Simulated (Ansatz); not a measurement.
# InP (F-43m) in Ansatz: a series of runs

The runs below take InP through single point, equation of state, with exchange-only PBE.

All numbers are computed with Ansatz 0.2.0; they aren't measurements. Logs are shortened: lines on timing, memory, paths and dates and some standing lists are left out, and cuts for length are marked.

**1. The structure**

Symmetry: F-43m, No. 216, cubic system. The conventional cell has a = 5.861 Å, b = 5.861 Å, c = 5.861 Å, α = 90.00°, β = 90.00°, γ = 90.00°. Around In (site symmetry -43m) lie 4 P at 2.54 Å. P (site symmetry -43m) is surrounded by 4 In at 2.54 Å.

**2. Single point, exchange-only PBE, 23.66 Å³/atom (volume scaled by 0.94)**

File input.yaml:

```yaml
crystal:
  lattice:
    - [0.0, 2.8706770916, 2.8706770916]
    - [2.8706770916, 0.0, 2.8706770916]
    - [2.8706770916, 2.8706770916, 0.0]
  atoms:
    - { symbol: In, position: [0.0, 0.0, 0.0] }
    - { symbol: P, position: [0.75, 0.75, 0.75] }
hamiltonian:
  xc: { exchange: pbe, correlation: none }
  pseudopotentials: { kind: paw }
kpoints:
  mp_grid: { grid: [8, 8, 8] }
scf:
  occupations: { method: fermi_dirac, width: 0.05 }
output:
  forces: true
  stress: true
  eigenvalues: true
  write_density: true
  write_potential: true
  elf: true
  volumetric_format: npy
```

Potentials or basis: Ansatz PAW.

Run with:

```
$ ansatz run input.yaml --threads 2 --pin off --max-ram 5120MiB --backend cpu --events-out ev --progress --plain --runs-dir out
```

The log of the run:

```text
Warning: RAYON_NUM_THREADS=2 ignored (pool sized by the plan → 2); use --threads N
Engine: ansatz 0.2.0, x86_64-unknown-linux-gnu
Pseudopotentials: kind: paw
Pseudopotential: In, paw, valence charge 13, recommended cutoff 420 eV (normal), In.paw.azcp
Pseudopotential: P, paw, valence charge 5, recommended cutoff 420 eV (normal), P.paw.azcp
Functional definition: unnamed
  exchange = pbe_x
  correlation = 0
Crystal: 2 atoms, lattice volume = 47.313 Å³
Basis set: ecut = 420 eV, 941 PW (Γ), exchange–correlation on 60×60×60 points (8 copies of the dense FFT grid, shifted against one another)
Bands: 13, of which v1, the nominal top of the filled ones, is band 9 counted from 1 (8 counted from 0)
Symmetry: 24 space group operations
Space group: F-43m (ITA 216), of the structure as read, at distance tolerance 3.6e-5 Å
k-points: 29 of 512 (time reversal used)
Non-local potential: In, projectors of the file, l = 0: 2, l = 1: 2, l = 2: 2, l = 3: 2
Non-local potential: P, projectors of the file, l = 0: 2, l = 1: 2, l = 2: 2
PAW form: soft (Blöchl's): semilocal exchange-correlation on the pseudo side does not see the compensation charge
PAW frozen core: In, regenerated for the run's functional, and the local potential with it (the file was generated under x = pbe(κ = 0.804, μ = 0.2195149727645171), c = pbe(β = 0.06672455060314922))
PAW frozen core: P, regenerated for the run's functional, and the local potential with it (the file was generated under x = pbe(κ = 0.804, μ = 0.2195149727645171), c = pbe(β = 0.06672455060314922))
PAW one-centre angular grid: In, 590 points (default); XC on 64 Gauss nodes
PAW one-centre angular grid: P, 110 points (default); XC on 64 Gauss nodes
Initial density: superposition of atomic densities (neutral atoms: chi_scale 0, normalization atom), corrected by the library's trained network
Initial wavefunctions: pseudopotential atomic-orbital guess
Functional: x = pbe(κ = 0.804, μ = 0.2195149727645171), c = none
SCF iter   1: F=—  HF=-6265.946922 eV  |F-HF|=—  |Δ(HF+E_count)|=         —  Δρ=6.27e-3  dr2=1.46e-2  ethr=1.77e-3  ⟨swp⟩=6.1  Hψ=2509  notcnv=0
preconditioner: auto → none  [insulator: Δε(μ)=1.060 eV  Ē_g=14.899 eV  σ=0.050 eV  W_gap=1.00  n_scr=14 (ndim 8)  ℏωp=22.9 eV  f_vac=0.012  D(μ)=0.00/eV (n_scr^D=0)  ε∞_Penn≈3.4]
SCF iter   2: F=—  HF=-6265.942130 eV  |F-HF|=—  |Δ(HF+E_count)|=   4.79e-3  Δρ=1.30e-3  dr2=1.14e-3  ethr=8.08e-5  ⟨swp⟩=2.1  Hψ=987  notcnv=0
SCF iter   3: F=—  HF=-6265.941876 eV  |F-HF|=—  |Δ(HF+E_count)|=   2.54e-4  Δρ=7.43e-4  dr2=1.41e-4  ethr=6.34e-6  ⟨swp⟩=2.9  Hψ=715  notcnv=0
SCF iter   4: F=—  HF=-6265.941903 eV  |F-HF|=—  |Δ(HF+E_count)|=   2.67e-5  Δρ=2.27e-4  dr2=1.20e-5  ethr=7.85e-7  ⟨swp⟩=2.4  Hψ=502  notcnv=0
SCF iter   5: F=—  HF=-6265.941908 eV  |F-HF|=—  |Δ(HF+E_count)|=   5.17e-6  Δρ=3.80e-5  dr2=3.15e-7  ethr=6.67e-8  ⟨swp⟩=2.9  Hψ=669  notcnv=0
SCF iter   6: F=-6265.941909 eV  HF=-6265.941909 eV  |F-HF|=9.79e-10  |Δ(HF+E_count)|=   5.47e-7  Δρ=4.36e-6  dr2=4.47e-9  ethr=5.56e-10  ⟨swp⟩=11.7  Hψ=2942  notcnv=0
SCF 1 converged in 6 iterations: F = -6265.941909 eV  dr2 = 4.47e-9
SCF converged after 6 iterations
Free energy (F): -6265.941909 eV
Harris-Foulkes:  -6265.941909 eV  (|F-HF|=9.79e-10)
Internal energy: -6265.941908 eV  (E = F + TS)
E sigma→0 (E₀):  -6265.941908 eV
Entropy (-TS):   -0.000000 eV (-0.000 meV/atom)
Fermi energy:    9.844256 eV
--- Per-component energies (eV) ---
  E_band       = -12.431340
  E_kinetic    = 317.223769
  E_local      = -1357.542889  (includes V_loc(G=0)·N_el)
  E_nonlocal   = 398.070262
  E_hartree    = 536.988957
  E_xc         = -255.083570
  E_vxc        = -144.751438  (∫ρ·V_xc dr)
  E_paw        = -4659.549024  (= ΣΔE_a)
  E_vpaw       = -299.411154  (= ΣTr[D̂ρ^β])
  E_aug_tail   = 0.000031  (compensation charges beyond the density's cutoff)
  E_ewald      = -1246.146996
  E_core_change = 0.097552  (= ΣΔE_core)
  E_smearing   = -0.000000  (= −TS)
  E_closure    = -0.000000  (closes the sum)
  Σ components = -6265.941909   (vs F -6265.941909, Δ=0.00e0)
--- Forces (eV/Å), atoms counted from 1 ---
  atom   1  In    -0.00000000     0.00000000    -0.00000000
  atom   2  P      0.00000000    -0.00000000     0.00000000
  max |Σ_I F_I| component: 3.70e-17 eV/Å
--- Stress (GPa, compression-positive) ---
       18.569339       0.000000       0.000000
        0.000000      18.569339       0.000000
       -0.000000       0.000000      18.569339
  P = ⅓ Tr σ = 18.5693 GPa (185.693 kbar)
--- Band table (eV; the first three rows and the last of 29) ---
  k-point 0: bands = ["-4.9255", "-4.9255", "-4.9255", "-4.7397", "-4.7397", "-2.6567", "9.2954", "9.2954", "9.2954", "10.3329", "13.3977", "13.3977", "13.3977"]
  k-point 1: bands = ["-4.9522", "-4.9162", "-4.9162", "-4.7396", "-4.7396", "-2.4588", "7.7615", "9.0899", "9.0899", "11.1908", "13.6368", "13.6939", "13.6939"]
  k-point 2: bands = ["-5.0111", "-4.8964", "-4.8964", "-4.7364", "-4.7364", "-1.9076", "5.7418", "8.6834", "8.6834", "11.2788", "14.1397", "14.1397", "14.8574"]
  k-point 28: bands = ["-5.1222", "-4.8496", "-4.8069", "-4.7650", "-4.7213", "0.0937", "3.4290", "6.1262", "6.1419", "13.7065", "13.8829", "15.0534", "15.6441"]
```

It took 1.2 s on 2 threads of AMD EPYC 7B13 (Zen 3), shared host; peak memory 0.38 GiB.

What came out:

```
Free energy            : -6265.9419 eV
Pressure               : 18.6 GPa
Band gap on the k mesh : 1.04 eV, direct
```

Caveat: spin-orbit coupling is left out, which moves the levels of the heavy elements; the PAW data sets come from PBE, with cores solved anew for the run's functional, which leaves a small shift of forces and pressure.

**3. Single point, exchange-only PBE, 24.16 Å³/atom (volume scaled by 0.96)**

File input.yaml:

```yaml
crystal:
  lattice:
    - [0.0, 2.8908937935, 2.8908937935]
    - [2.8908937935, 0.0, 2.8908937935]
    - [2.8908937935, 2.8908937935, 0.0]
  atoms:
    - { symbol: In, position: [0.0, 0.0, 0.0] }
    - { symbol: P, position: [0.75, 0.75, 0.75] }
hamiltonian:
  xc: { exchange: pbe, correlation: none }
  pseudopotentials: { kind: paw }
kpoints:
  mp_grid: { grid: [8, 8, 8] }
scf:
  occupations: { method: fermi_dirac, width: 0.05 }
output:
  forces: true
  stress: true
  eigenvalues: true
```

Potentials or basis: Ansatz PAW.

Run with:

```
$ ansatz run input.yaml --threads 2 --pin off --max-ram 5120MiB --backend cpu --events-out ev --progress --plain --runs-dir out
```

Wall time 0.96 s (2 threads of AMD EPYC 7B13 (Zen 3), shared host); peak memory 0.38 GiB.

The run converged. Its results:

```yaml
Free_energy: -6266.0513 eV
Pressure: 16.3 GPa
Band_gap_on_the_k_mesh: 0.92 eV, direct
```

Caveat: spin-orbit coupling is left out, which moves the levels of the heavy elements; the PAW data sets come from PBE, with cores solved anew for the run's functional, which leaves a small shift of forces and pressure.

**4. Single point, exchange-only PBE, 24.66 Å³/atom (volume scaled by 0.98)**

Edit input.yaml of step 3 so:

```diff
@@ -2,5 +2,5 @@
   lattice:
-    - [0.0, 2.8908937935, 2.8908937935]
-    - [2.8908937935, 0.0, 2.8908937935]
-    - [2.8908937935, 2.8908937935, 0.0]
+    - [0.0, 2.9108316221, 2.9108316221]
+    - [2.9108316221, 0.0, 2.9108316221]
+    - [2.9108316221, 2.9108316221, 0.0]
   atoms:
@@ -19 +19,5 @@
   eigenvalues: true
+  write_density: true
+  write_potential: true
+  elf: true
+  volumetric_format: npy
```

Run with:

```
$ ansatz run input.yaml --threads 2 --pin off --max-ram 5120MiB --backend cpu --events-out ev --progress --plain --runs-dir out
```

It took 1.4 s on 2 threads of AMD EPYC 7B13 (Zen 3), shared host; peak memory 0.37 GiB.

Results (log left out):

* Free energy: -6266.1470 eV
* Pressure: 14.2 GPa
* Band gap on the k mesh: 0.80 eV, direct

Caveat: spin-orbit coupling is left out, which moves the levels of the heavy elements; the PAW data sets come from PBE, with cores solved anew for the run's functional, which leaves a small shift of forces and pressure.

**5. Single point, exchange-only PBE, 25.17 Å³/atom**

File input.yaml:

```yaml
crystal:
  lattice:
    - [0.0, 2.9305, 2.9305]
    - [2.9305, 0.0, 2.9305]
    - [2.9305, 2.9305, 0.0]
  atoms:
    - { symbol: In, position: [0.0, 0.0, 0.0] }
    - { symbol: P, position: [0.75, 0.75, 0.75] }
hamiltonian:
  xc: { exchange: pbe, correlation: none }
  pseudopotentials: { kind: paw }
kpoints:
  mp_grid: { grid: [8, 8, 8] }
scf:
  occupations: { method: fermi_dirac, width: 0.05 }
output:
  forces: true
  stress: true
  eigenvalues: true
```

Run with:

```
$ ansatz run input.yaml --threads 2 --pin off --max-ram 5120MiB --backend cpu --events-out ev --progress --plain --runs-dir out
```

It took 0.92 s on 2 threads of AMD EPYC 7B13 (Zen 3), shared host; peak memory 0.35 GiB.

The run converged. Its results:

```
Free energy            : -6266.2303 eV
Pressure               : 12.3 GPa
Band gap on the k mesh : 0.69 eV, direct
```

Caveat: spin-orbit coupling is left out, which moves the levels of the heavy elements; the PAW data sets come from PBE, with cores solved anew for the run's functional, which leaves a small shift of forces and pressure.

**6. Single point, exchange-only PBE, 25.67 Å³/atom (volume scaled by 1.02)**

Edit input.yaml of step 5 so:

```diff
@@ -2,5 +2,5 @@
   lattice:
-    - [0.0, 2.9305, 2.9305]
-    - [2.9305, 0.0, 2.9305]
-    - [2.9305, 2.9305, 0.0]
+    - [0.0, 2.9499078504, 2.9499078504]
+    - [2.9499078504, 0.0, 2.9499078504]
+    - [2.9499078504, 2.9499078504, 0.0]
   atoms:
```

Potentials or basis: Ansatz PAW.

Run with:

```
$ ansatz run input.yaml --threads 2 --pin off --max-ram 5120MiB --backend cpu --events-out ev --progress --plain --runs-dir out
```

It took 0.92 s on 2 threads of AMD EPYC 7B13 (Zen 3), shared host; peak memory 0.38 GiB.

The run converged. Its results:

```yaml
Free_energy: -6266.3023 eV
Pressure: 10.6 GPa
Band_gap_on_the_k_mesh: 0.57 eV, direct
```

Caveat: spin-orbit coupling is left out, which moves the levels of the heavy elements; the PAW data sets come from PBE, with cores solved anew for the run's functional, which leaves a small shift of forces and pressure.

**7. Single point, exchange-only PBE, 26.17 Å³/atom (volume scaled by 1.04)**

Edit input.yaml of step 6 so:

```diff
@@ -2,5 +2,5 @@
   lattice:
-    - [0.0, 2.9499078504, 2.9499078504]
-    - [2.9499078504, 0.0, 2.9499078504]
-    - [2.9499078504, 2.9499078504, 0.0]
+    - [0.0, 2.9690636329, 2.9690636329]
+    - [2.9690636329, 0.0, 2.9690636329]
+    - [2.9690636329, 2.9690636329, 0.0]
   atoms:
@@ -19 +19,5 @@
   eigenvalues: true
+  write_density: true
+  write_potential: true
+  elf: true
+  volumetric_format: npy
```

Run with:

```
$ ansatz run input.yaml --threads 2 --pin off --max-ram 5120MiB --backend cpu --events-out ev --progress --plain --runs-dir out
```

Run time: 1.4 s. Hardware: 2 threads of AMD EPYC 7B13 (Zen 3), shared host; peak memory 0.36 GiB.

Results (log left out):

```yaml
Free_energy: -6266.3642 eV
Pressure: 9.1 GPa
Band_gap_on_the_k_mesh: 0.46 eV, direct
```

Caveat: spin-orbit coupling is left out, which moves the levels of the heavy elements; the PAW data sets come from PBE, with cores solved anew for the run's functional, which leaves a small shift of forces and pressure.

**8. Single point, exchange-only PBE, 26.68 Å³/atom (volume scaled by 1.06)**

Edit input.yaml of step 7 so:

```diff
@@ -2,5 +2,5 @@
   lattice:
-    - [0.0, 2.9690636329, 2.9690636329]
-    - [2.9690636329, 0.0, 2.9690636329]
-    - [2.9690636329, 2.9690636329, 0.0]
+    - [0.0, 2.9879753761, 2.9879753761]
+    - [2.9879753761, 0.0, 2.9879753761]
+    - [2.9879753761, 2.9879753761, 0.0]
   atoms:
```

Run with:

```
$ ansatz run input.yaml --threads 2 --pin off --max-ram 5120MiB --backend cpu --events-out ev --progress --plain --runs-dir out
```

Run time: 1.3 s. Hardware: 2 threads of AMD EPYC 7B13 (Zen 3), shared host; peak memory 0.39 GiB.

It converged, with:

| Item | Value |
| --- | --- |
| Free energy | -6266.4169 eV |
| Pressure | 7.7 GPa |
| Band gap on the k mesh | 0.35 eV, direct |

Caveat: spin-orbit coupling is left out, which moves the levels of the heavy elements; the PAW data sets come from PBE, with cores solved anew for the run's functional, which leaves a small shift of forces and pressure.

**9. Equation of state, exchange-only PBE**

Potentials or basis: Ansatz PAW.

This step only gathers the single runs of the series.

Results:

```yaml
Equilibrium_volume: outside the volumes run
```

Energy against volume, from the lowest point:
```csv
volume (Å³/atom),energy (meV/atom)
23.657,237.50
24.160,182.81
24.663,134.98
25.167,93.33
25.670,57.29
26.173,26.34
26.677,0.00
```

Caveat: the potentials were made for another functional, which shifts forces and pressure.
